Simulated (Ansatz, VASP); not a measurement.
**One calculation of Al, two programs**

```
CELL_PARAMETERS angstrom
0.00000 2.02481 2.02481
2.02481 0.00000 2.02481
2.02481 2.02481 0.00000
ATOMIC_POSITIONS crystal
Al 0.00000 0.00000 0.00000
```

Alike in both runs: task relaxation of cell and atoms; functional PBE; k mesh 11 × 11 × 11; occupations fermi-dirac, width 0.05 eV; no spin polarisation.

```csv
,VASP,Ansatz
version,VASP 6.6.1,Ansatz 0.2.0
potentials or method,"VASP PAW PBE potentials, release 64 (Al)",Ansatz PAW
plane-wave cutoff (eV),600,420
valence electrons in the cell,3,3
```

```csv
,VASP,Ansatz,Ansatz less VASP
"gap on the k mesh at the Fermi level, each at its own relaxed structure (eV)",none,none,-
relaxed volume (Å³/atom),16.49,16.51,+0.026
relaxed cell length with the largest relative difference (Å),2.857,2.858,+0.0015
```

A gap of «none» marks a metal or a gap that the smearing closes.

Caveats: the plane-wave basis is chosen anew once the cell has moved, so the energies of steps on either side of that aren't comparable (Ansatz).
